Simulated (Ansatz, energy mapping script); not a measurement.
# MnS (Browneite): J from the energies of magnetic orders, part 3 of 3

Wanted: the magnetic order of MnS (Browneite), its couplings and an estimate of its ordering temperature, by PBE+U (4 eV).

PBE with U = 4 eV on Mn d, ortho-atomic projectors; plane waves, U on orthogonalised atomic orbitals unless named otherwise, collinear spin, no spin–orbit coupling.

So far. Step 8 (Order 5: parallel, cell C of 6 atoms): The run ends ferromagnetic. For each magnetic atom its energy differs from the parallel run of the first cell by -0.06 meV, an error that one common reference would have brought in. Step 9 (Uncompensated ++− start in cell C (6 atoms)): The run ends ferrimagnetic, 89.07 meV a magnetic atom below the parallel order of its cell.

## 10. Order 7: parallel, cell D of 6 atoms

The parallel order again, as the reference for this cell.

This run holds the same structure in another cell (b 5.600 → 3.960 Å, c 6.859 → 9.699 Å, α 114.1 → 90.0°, β 106.8 → 90.0°, γ 90.0 → 120.0°).

input.yaml reads:

```yaml
crystal:
  lattice:
    - [0.0, 2.8, 2.8]
    - [-2.8, 0.0, -2.8]
    - [-5.6, -5.6, 5.6]
  atoms:
    - { symbol: Mn, position: [0.0, 0.0, 0.0], spin: 4.5 }
    - { symbol: Mn, position: [0.333333333, 0.666666667, 0.666666667], spin: 4.5 }
    - { symbol: Mn, position: [0.666666667, 0.333333333, 0.333333333], spin: 4.5 }
    - { symbol: S, position: [0.333333333, 0.666666667, 0.916666667] }
    - { symbol: S, position: [0.666666667, 0.333333333, 0.583333333] }
    - { symbol: S, position: [0.0, 0.0, 0.25] }
magnetization:
  spin_polarized: true
kpoints:
  mp_grid: { grid: [8, 8, 3] }
hamiltonian:
  xc: pbe
  hubbard:
    sites:
      - { species: Mn, l: d, u_eff: 4.0 }
      - { site: 0, l: d, u_eff: 4.0, starting_ns: [{ spin: up, occupation_matrix: mn1_major }, { spin: down, occupation_matrix: mn1_minor }] }
      - { site: 1, l: d, u_eff: 4.0, starting_ns: [{ spin: up, occupation_matrix: mn1_major }, { spin: down, occupation_matrix: mn1_minor }] }
      - { site: 2, l: d, u_eff: 4.0, starting_ns: [{ spin: up, occupation_matrix: mn1_major }, { spin: down, occupation_matrix: mn1_minor }] }
    projectors: ortho-atomic
    occupation_matrices:
      mn1_major:
        matrix:
          - [0.996, 0.0, 0.0, 0.0, 0.0]
          - [0.0, 0.993, 0.0, 0.0, 0.0]
          - [0.0, 0.0, 0.993, 0.0, 0.0]
          - [0.0, 0.0, 0.0, 0.996, 0.0]
          - [0.0, 0.0, 0.0, 0.0, 0.993]
      mn1_minor:
        matrix:
          - [0.025, 0.0, 0.0, 0.0, 0.0]
          - [0.0, 0.078, 0.0, 0.0, 0.0]
          - [0.0, 0.0, 0.078, 0.0, 0.0]
          - [0.0, 0.0, 0.0, 0.025, 0.0]
          - [0.0, 0.0, 0.0, 0.0, 0.078]
scf:
  occupations: { method: fermi_dirac, width: 0.05 }
output:
  eigenvalues: true
```

Launch:

```sh
$ ansatz run input.yaml --threads 4 --pin off --max-ram 8192MiB --backend cpu --events-out ev --progress --plain --runs-dir out
```

Numbers of over 12 decimals in the logs are rounded to 6 here.

The program printed:

```text
[...]
Crystal: 6 atoms, lattice volume = 131.712 Å³
Basis set: ecut = 420 eV, 2577 PW (Γ)
Bands: 46, of which v1, the nominal top of the filled ones, is band 32 counted from 1 (31 counted from 0)
Symmetry: 18 space group operations
[...]
k-points: 25 of 192 (time reversal used)
[...]
Starting moments: Σ|m| = 13.5 μB on 3 of 6 sites
[...]
k-point 0 ↑: bands = [... 28 lower, 2.0290, 2.0290, 3.8036, 3.8036, 6.4480, 6.4480, 6.4480, 6.4480, ... 10 higher]
  k-point 1 ↑: bands = [... 28 lower, 2.0821, 2.0821, 2.7409, 5.1075, 6.2299, 6.2299, 6.4060, 6.7831, ... 10 higher]
  k-point 2 ↑: bands = [... 28 lower, 2.0869, 2.1015, 3.8450, 3.8511, 5.6768, 6.0477, 6.0886, 6.3812, ... 10 higher]
  k-point 24 ↓: bands = [... 28 lower, 9.6689, 9.8074, 10.0690, 10.1774, 10.2108, 10.5531, 10.5545, 10.6815, ... 10 higher]
Occupation matrices written to <dir>
[key lines of the parts left out:]
SCF converged after 13 iterations
Magnetization: 15.0000 μB (39.0000 up, 24.0000 down)
Free energy (F): -14403.371192 eV
Fermi energy:    7.861557 eV
```

The job ended after 8.8 s (4 threads of Arm Neoverse V2, shared host; peak memory 0.56 GiB).

The run ends ferromagnetic. For each magnetic atom its energy differs from the parallel run of the first cell by -0.02 meV, an error that one common reference would have brought in.

## 11. Uncompensated ++− start in cell D (6 atoms)

This order reverses 4 of the 12 neighbours at 3.96 Å, 4 of the 6 neighbours at 5.60 Å and 12 of the 24 neighbours at 6.86 Å, counted for an average magnetic atom.

input.yaml: that of step 10 with these lines changed.

```diff
@@ -8,3 +8,3 @@
     - { symbol: Mn, position: [0.333333333, 0.666666667, 0.666666667], spin: 4.5 }
-    - { symbol: Mn, position: [0.666666667, 0.333333333, 0.333333333], spin: 4.5 }
+    - { symbol: Mn, position: [0.666666667, 0.333333333, 0.333333333], spin: -4.5 }
     - { symbol: S, position: [0.333333333, 0.666666667, 0.916666667] }
@@ -23,3 +23,3 @@
       - { site: 1, l: d, u_eff: 4.0, starting_ns: [{ spin: up, occupation_matrix: mn1_major }, { spin: down, occupation_matrix: mn1_minor }] }
-      - { site: 2, l: d, u_eff: 4.0, starting_ns: [{ spin: up, occupation_matrix: mn1_major }, { spin: down, occupation_matrix: mn1_minor }] }
+      - { site: 2, l: d, u_eff: 4.0, starting_ns: [{ spin: up, occupation_matrix: mn1_minor }, { spin: down, occupation_matrix: mn1_major }] }
     projectors: ortho-atomic
```

The program printed:

```text
[...]
Crystal: 6 atoms, lattice volume = 131.712 Å³
Basis set: ecut = 420 eV, 2577 PW (Γ)
Bands: 46, of which v1, the nominal top of the filled ones, is band 32 counted from 1 (31 counted from 0)
Symmetry: 6 space group operations
[...]
k-points: 25 of 192 (time reversal used)
[...]
Starting moments: Σ|m| = 13.5 μB on 3 of 6 sites
[...]
k-point 0 ↑: bands = [... 28 lower, 4.6974, 6.3869, 6.3869, 6.4196, 6.9000, 6.9000, 8.7177, 10.0874, ... 10 higher]
  k-point 1 ↑: bands = [... 28 lower, 4.6997, 6.0679, 6.3877, 6.3877, 6.8949, 6.8949, 9.1873, 9.9733, ... 10 higher]
  k-point 2 ↑: bands = [... 28 lower, 4.6643, 5.8003, 6.1702, 6.1841, 6.3775, 6.7285, 9.3657, 9.9221, ... 10 higher]
  k-point 24 ↓: bands = [... 28 lower, 5.0443, 8.9995, 9.2900, 9.5825, 9.7796, 10.0020, 10.2250, 10.3409, ... 10 higher]
Occupation matrices written to <dir>
[key lines of the parts left out:]
SCF converged after 13 iterations
Magnetization: 5.0000 μB (34.0000 up, 29.0000 down)
Free energy (F): -14403.535288 eV
Fermi energy:    7.827830 eV
```

Elapsed: 8.6 s, on 4 threads; peak memory 0.58 GiB.

The run ends ferrimagnetic, 54.70 meV a magnetic atom below the parallel order of its cell.

## 12. Run 9 (parallel; cell E, 6 atoms)

A new cell needs its own zero of energy.

This run holds the same structure in another cell (c 9.699 → 8.854 Å, α 90.0 → 102.9°, β 90.0 → 102.9°, γ 120.0 → 90.0°).

input.yaml reads:

```yaml
crystal:
  lattice:
    - [0.0, 2.8, 2.8]
    - [0.0, 2.8, -2.8]
    - [-8.4, -2.8, 0.0]
  atoms:
    - { symbol: Mn, position: [0.0, 0.0, 0.0], spin: 4.5 }
    - { symbol: Mn, position: [0.333333333, 0.333333333, 0.666666667], spin: 4.5 }
    - { symbol: Mn, position: [0.666666667, 0.666666667, 0.333333333], spin: 4.5 }
    - { symbol: S, position: [0.416666667, 0.916666667, 0.833333333] }
    - { symbol: S, position: [0.75, 0.25, 0.5] }
    - { symbol: S, position: [0.083333333, 0.583333333, 0.166666667] }
magnetization:
  spin_polarized: true
kpoints:
  mp_grid: { grid: [7, 7, 7] }
hamiltonian:
  xc: pbe
  hubbard:
    sites:
      - { species: Mn, l: d, u_eff: 4.0 }
      - { site: 0, l: d, u_eff: 4.0, starting_ns: [{ spin: up, occupation_matrix: mn1_major }, { spin: down, occupation_matrix: mn1_minor }] }
      - { site: 1, l: d, u_eff: 4.0, starting_ns: [{ spin: up, occupation_matrix: mn1_major }, { spin: down, occupation_matrix: mn1_minor }] }
      - { site: 2, l: d, u_eff: 4.0, starting_ns: [{ spin: up, occupation_matrix: mn1_major }, { spin: down, occupation_matrix: mn1_minor }] }
    projectors: ortho-atomic
    occupation_matrices:
      mn1_major:
        matrix:
          - [0.996, 0.0, 0.0, 0.0, 0.0]
          - [0.0, 0.993, 0.0, 0.0, 0.0]
          - [0.0, 0.0, 0.993, 0.0, 0.0]
          - [0.0, 0.0, 0.0, 0.996, 0.0]
          - [0.0, 0.0, 0.0, 0.0, 0.993]
      mn1_minor:
        matrix:
          - [0.025, 0.0, 0.0, 0.0, 0.0]
          - [0.0, 0.078, 0.0, 0.0, 0.0]
          - [0.0, 0.0, 0.078, 0.0, 0.0]
          - [0.0, 0.0, 0.0, 0.025, 0.0]
          - [0.0, 0.0, 0.0, 0.0, 0.078]
scf:
  occupations: { method: fermi_dirac, width: 0.05 }
output:
  eigenvalues: true
```

The program printed:

```text
[...]
Crystal: 6 atoms, lattice volume = 131.712 Å³
Basis set: ecut = 420 eV, 2601 PW (Γ)
Bands: 46, of which v1, the nominal top of the filled ones, is band 32 counted from 1 (31 counted from 0)
Symmetry: 24 space group operations
[...]
k-points: 40 of 343 (time reversal used)
[...]
Starting moments: Σ|m| = 13.5 μB on 3 of 6 sites
[...]
k-point 0 ↑: bands = [... 28 lower, 2.1366, 2.1366, 4.4404, 4.4404, 5.2969, 5.2969, 5.2969, 5.2969, ... 10 higher]
  k-point 1 ↑: bands = [... 28 lower, 2.1095, 2.1595, 4.0233, 4.8774, 5.0125, 5.0125, 5.6308, 5.6308, ... 10 higher]
  k-point 2 ↑: bands = [... 28 lower, 2.0909, 2.1761, 3.6643, 4.8018, 4.8018, 5.3159, 5.9903, 5.9903, ... 10 higher]
  k-point 39 ↓: bands = [... 28 lower, 9.6714, 9.8300, 10.1536, 10.1536, 10.3102, 10.3103, 10.4598, 10.5293, ... 10 higher]
Occupation matrices written to <dir>
[key lines of the parts left out:]
SCF converged after 13 iterations
Magnetization: 15.0000 μB (39.0000 up, 24.0000 down)
Free energy (F): -14403.371176 eV
Fermi energy:    7.864453 eV
```

The job ended after 15 s (4 threads; peak memory 0.66 GiB; 59 s of CPU time).

The run ends ferromagnetic. For each magnetic atom its energy differs from the parallel run of the first cell by -0.02 meV, an error that one common reference would have brought in.

## 13. Run 10 (uncompensated ++−; cell E, 6 atoms)

This order reverses 5.33 of the 12 neighbours at 3.96 Å, 1.33 of the 6 neighbours at 5.60 Å and 16 of the 24 neighbours at 6.86 Å, counted for an average magnetic atom.

input.yaml: that of step 12 with these lines changed.

```diff
@@ -8,3 +8,3 @@
     - { symbol: Mn, position: [0.333333333, 0.333333333, 0.666666667], spin: 4.5 }
-    - { symbol: Mn, position: [0.666666667, 0.666666667, 0.333333333], spin: 4.5 }
+    - { symbol: Mn, position: [0.666666667, 0.666666667, 0.333333333], spin: -4.5 }
     - { symbol: S, position: [0.416666667, 0.916666667, 0.833333333] }
@@ -23,3 +23,3 @@
       - { site: 1, l: d, u_eff: 4.0, starting_ns: [{ spin: up, occupation_matrix: mn1_major }, { spin: down, occupation_matrix: mn1_minor }] }
-      - { site: 2, l: d, u_eff: 4.0, starting_ns: [{ spin: up, occupation_matrix: mn1_major }, { spin: down, occupation_matrix: mn1_minor }] }
+      - { site: 2, l: d, u_eff: 4.0, starting_ns: [{ spin: up, occupation_matrix: mn1_minor }, { spin: down, occupation_matrix: mn1_major }] }
     projectors: ortho-atomic
```

The program printed:

```text
[...]
Crystal: 6 atoms, lattice volume = 131.712 Å³
Basis set: ecut = 420 eV, 2601 PW (Γ)
Bands: 46, of which v1, the nominal top of the filled ones, is band 32 counted from 1 (31 counted from 0)
Symmetry: 8 space group operations
[...]
k-points: 40 of 343 (time reversal used)
[...]
Starting moments: Σ|m| = 13.5 μB on 3 of 6 sites
[...]
k-point 0 ↑: bands = [... 28 lower, 4.2773, 5.3718, 5.3718, 6.4145, 6.5869, 6.5869, 8.7256, 9.8038, ... 10 higher]
  k-point 1 ↑: bands = [... 28 lower, 4.3329, 5.3860, 5.3860, 6.3246, 6.5837, 6.5837, 8.8607, 9.7977, ... 10 higher]
  k-point 2 ↑: bands = [... 28 lower, 4.4828, 5.4172, 5.4172, 6.1326, 6.5761, 6.5761, 9.1514, 9.7932, ... 10 higher]
  k-point 39 ↓: bands = [... 28 lower, 4.6644, 8.6809, 9.2920, 9.4099, 9.6531, 9.8880, 10.1287, 10.1711, ... 10 higher]
Occupation matrices written to <dir>
[key lines of the parts left out:]
SCF converged after 14 iterations
Magnetization: 5.0000 μB (34.0000 up, 29.0000 down)
Free energy (F): -14403.585790 eV
Fermi energy:    7.632890 eV
```

It took 17 s on 4 threads; peak memory 0.69 GiB; 66 s of CPU time.

The run ends ferrimagnetic, 71.54 meV a magnetic atom below the parallel order of its cell.

## 14. The fit

Each energy difference is a sum of couplings weighted by the pairs that the order reverses. A few near shells are fitted to the differences by least squares. Energies are those extrapolated to zero occupation width, not the free energies F.

Energies from the parallel order of the same cell:

| order | atoms | energy (meV a magnetic atom) | moments (μB) | moments kept as typed | opposed neighbours at 3.96, 5.60, 6.86 Å |
| --- | --- | --- | --- | --- | --- |
| parallel in cell A | 4 | 0.00 | 4.35 | yes | 0, 0, 0 |
| compensated +− in cell A | 4 | -104.45 | 4.28 | yes | 8, 0, 16 |
| parallel in cell B | 4 | 0.00 | 4.35 | yes | 0, 0, 0 |
| compensated +− in cell B | 4 | -80.40 | 4.30 | yes | 6, 6, 12 |
| parallel in cell C | 6 | 0.00 | 4.35 | yes | 0, 0, 0 |
| uncompensated ++− in cell C | 6 | -89.07 | 4.26 to 4.31 | yes | 6.67, 2.67, 8 |
| parallel in cell D | 6 | 0.00 | 4.35 | yes | 0, 0, 0 |
| uncompensated ++− in cell D | 6 | -54.70 | 4.29 to 4.32 | yes | 4, 4, 12 |
| parallel in cell E | 6 | 0.00 | 4.35 | yes | 0, 0, 0 |
| uncompensated ++− in cell E | 6 | -71.54 | 4.28 to 4.32 | yes | 5.33, 1.33, 16 |

Couplings from the energies, with E = −Σ J e·e over ordered pairs:

| pair | distance (Å) | neighbours | J (meV) |
| --- | --- | --- | --- |
| Mn–Mn | 3.96 | 12 | -6.50 |
| Mn–Mn | 5.60 | 6 | -0.188 |
| Mn–Mn | 6.86 | 24 | -0.0352 |

Adding the shell at 7.92 Å gives -6.5, -0.17, -0.029 and -0.11 meV and a mean-field temperature of 199 K.

In mean field these couplings order at 196 K, and give a Curie–Weiss temperature of -619 K.

## 15. Monte Carlo

Mean field ignores fluctuations and overstates the ordering temperature, so the model is also sampled. The heat capacity peaks where order sets in.

Classical unit spins with these couplings on 8×8×4 copies of a cell that holds the lowest order (512 spins), heat-bath sweeps, cooled from random directions, 1009 sweeps to settle and 3027 measured at each temperature, averaged over 4 runs.

| T (K) | order along the lowest pattern | net moment | heat capacity (k_B a spin) |
| --- | --- | --- | --- |
| 23.5 | 0.23 | 0.01 | 0.99 |
| 40.2 | 0.19 | 0.01 | 1.12 |
| 65.3 | 0.18 | 0.01 | 1.78 |
| 82.0 | 0.12 | 0.01 | 1.06 |
| 98.7 | 0.09 | 0.01 | 0.88 |
| 124 | 0.08 | 0.02 | 0.65 |
| 141 | 0.07 | 0.02 | 0.56 |
| 157 | 0.07 | 0.02 | 0.47 |
| 174 | 0.07 | 0.02 | 0.44 |
| 199 | 0.06 | 0.02 | 0.35 |
| 216 | 0.06 | 0.02 | 0.32 |

The smoothed heat capacity peaks at 62 K. The order column follows one pattern alone; equivalent domains or another pattern share the rest.

## 16. Summary of results

| Quantity | Value |
| --- | --- |
| lowest order tried | compensated +− in cell A |
| largest fitted value, Mn–Mn at 3.96 Å | -6.50 meV |
| ordering temperature, mean field | 196 K |
| heat-capacity peak, Monte Carlo | 62 K |

What this shows: Of the orders tried, MnS (Browneite) prefers the order “compensated +− in cell A” under PBE+U (4 eV), with 8 of 12 neighbours at 3.96 Å, 0 of 6 neighbours at 5.60 Å and 16 of 24 neighbours at 6.86 Å opposed, and the heat capacity of the fitted model peaks near 62 K (Monte Carlo, classical spins). The model's best pattern is not among the orders that were run. The largest fitted coupling is the Mn–Mn pair at 3.96 Å, antiferromagnetic at -6.5 meV, across a ligand at about 109°. The orders also reverse pairs at 7.92 Å, which are not fitted, so the fitted values hold their part too. With 5 differences for 3 couplings the fit misses by 0.82 meV at most, a small part of the spread. In the fitted orders moments change by up to 2.2 % against the parallel run of the same cell, so their size stays put. Monte Carlo puts the peak at 0.32 of the mean-field temperature, low enough to point to frustration or weakly coupled layers or chains. In tests on simple cubic and body-centred models such peaks lay 5 to 6 % under the bulk value. On cooling, the order along the one computed pattern stays at or under 0.23: the model settles in an equivalent domain, a degenerate mixture or another order. The Curie–Weiss temperature is 10.0 times the peak temperature in size, a mark of frustration. The parallel order holds 5 μB a magnetic atom, spin 2.5; the common factor (S+1)/S would raise the classical 62 K to 86.8 K, a correction that often overshoots.

1 further run of the session is left out of this account and of its counts and ranges: runs hit by known faults of a program or its files, repeats, responses too ill-conditioned to give a U, cells squeezed past sense, harmless faults, or fits whose shells could not be counted again from the structure.

[Logs and program files are shortened in this print: banners, set-up blocks, solver, clock and traceback lines can be left out without a mark of their own.]

[Logs are printed without paths, hosts, clocks, repeated set-up lines and the standing remarks that a program may print on its own settings, such as how far it seeks lower states.]

[Hosts, paths, dates, database ids (printed as entryN), source tags and the programs' standing remarks are cut or masked in the printed files.]

[Where a cell is said to come from a database of computed structures, the database is the Materials Project.]
